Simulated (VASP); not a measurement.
# Ge: restarted molecular dynamics, 2 variants

Ge, R-3 (no. 148), 8 atoms in the cell. PBE, molecular dynamics; PAW potentials Ge (PBE set).

| Restart from | Temperature at the end (K) | The same without a restart (K) | Potential energy at the end (eV/atom) | The same without a restart (eV/atom) | Electronic steps in the first step after the restart | Time (s) |
|---|---|---|---|---|---|---|
| CONTCAR with velocities, WAVECAR read | 978.0 | 978.0 | -4.26089 | -4.26089 | 4 | 245 |
| CONTCAR with velocities, no WAVECAR | 978.0 | 978.0 | -4.26089 | -4.26089 | 13 | 283 |

Limits: 180 fs of 8 atoms are too short for converged averages; the cell is only 4.9 Å across, so each atom moves in step with near copies of itself.

## Input of the first row

INCAR.step1:
```
GGA = PE
PREC = Normal
ENCUT = 200
EDIFF = 1E-6
NELMIN = 4
NELM = 60
ALGO = Fast
LREAL = Auto
LASPH = True
ISMEAR = -1
SIGMA = 0.05
ISYM = 0
LWAVE = True
LCHARG = False
IBRION = 0
NSW = 30
POTIM = 3.0
TEBEG = 1000
ISIF = 2
RANDOM_SEED = 825825 0 0
MDALGO = 4
NHC_NCHAINS = 3
NHC_PERIOD = 30
KPAR = 2
```

INCAR.step2, as INCAR.step1 but for:
```
- LWAVE = True
+ LWAVE = False
```

KPOINTS:
```
k-points
0
Gamma
  3 3 3
```

POSCAR.step1:
```
Ge
1.0
    5.0124018495      2.8939115571      1.9886385167
   -5.0124018495      2.8939115571      1.9886385167
    0.0000000000     -5.7878231142      1.9886385167
Ge
8
Direct
    0.2782330000      0.4699470000      0.9730700000
    0.4699470000      0.9730700000      0.2782330000
    0.9730700000      0.2782330000      0.4699470000
    0.7217670000      0.5300530000      0.0269300000
    0.5300530000      0.0269300000      0.7217670000
    0.0269300000      0.7217670000      0.5300530000
    0.2855190000      0.2855190000      0.2855190000
    0.7144810000      0.7144810000      0.7144810000
```

Commands (each step's output is kept before the next begins):
```
cat potpaw_PBE.64/Ge/POTCAR > POTCAR
cp INCAR.step1 INCAR
cp POSCAR.step1 POSCAR
mpirun -np 2 vasp_std > vasp.out
cp CONTCAR POSCAR
cp INCAR.step2 INCAR
mpirun -np 2 vasp_std > vasp.out
```

Changes of the last row against the first:
```
(step 1)
- LWAVE = True
+ LWAVE = False
```

VASP 6.6.1 took 245 s on 2 cores (Intel Xeon Platinum 8375C @ 2.90GHz (Ice Lake)), a shared host.
